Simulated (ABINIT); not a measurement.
Runs of ABINIT 10.8.3 (patched build) on SnSe2. It takes space group P-3m1 (No. 164, trigonal). Conventional cell: a = 3.811 Å, b = 3.811 Å, c = 6.136 Å, α = 90.00°, β = 90.00°, γ = 120.00°. Sn (site symmetry -3m) has 6 Se at 2.68 Å as nearest neighbours. Around Se (site symmetry 3m) lie 3 Sn at 2.68 Å. 

```tsv
task	level	potentials or basis	cell	k mesh	cutoff (eV)	fine-grid cutoff	cell freedom (optcell)	cutoff smearing ecutsm (Ha)	optimiser (ionmov)	force stop (Ha/bohr)	gap on the mesh (eV)	pressure (GPa)	relaxed volume (Å³/atom)	largest force (eV/Å)
band structure	TB-mBJ	JTH PAW LDA v2.0	as given	6 × 6 × 4	707	1306.15 eV	-	-	-	-	1.35	-	-	-
relaxation of cell and atoms	LDA	JTH PAW LDA v2.0	relaxed	8 × 8 × 5	599	1197.3 eV	2	0.5	2	0.0005	0.32	0.0	(c)	-
single point	PBEsol	PseudoDojo NC SR PBEsol v0.4.1 standard	as given	8 × 8 × 5	1170	-	-	-	-	-	(a)	2.7	-	0.63
single point	PBEsol	PseudoDojo NC SR PBEsol v0.4.1 standard	atoms moved at random, drawn with an rms of 0.05 Å	8 × 8 × 5	1170	-	-	-	-	-	0.66	2.1	-	0.64
relaxation of cell and atoms	r2SCAN	JTH PAW PBE v2.0	relaxed	7 × 7 × 4	707	1306.15 eV	2	0.5	22	0.0005	(b)	0.0	28.05	0.02
```

Alike in all rows: no spin polarisation; smearing fermi-dirac 0.05 eV.

Problem. Fill in the values left out.

Solution. (a) 0.72; (b) 1.12; (c) 24.50.

Caveats: spin-orbit coupling is left out, which moves the levels of the heavy elements; an odd mesh through Γ misses points on the zone boundary, where band edges often lie (some runs); the PAW data sets were made with another functional, which shifts forces and pressure a little (some runs); the constant c of TB-mBJ comes from the pseudo density here, which moves gaps by up to 0.3 eV between sets of potentials (some runs); this functional lacks dispersion, which binds the layers, so the pressure and a relaxed spacing across them are unreliable (some runs).

A k mesh can miss the band edges, and the runs leave out spin-orbit coupling on Se, Sn.

The runs don't all hold the same shells in valence.

Runs at the PBE level aren't shown here.
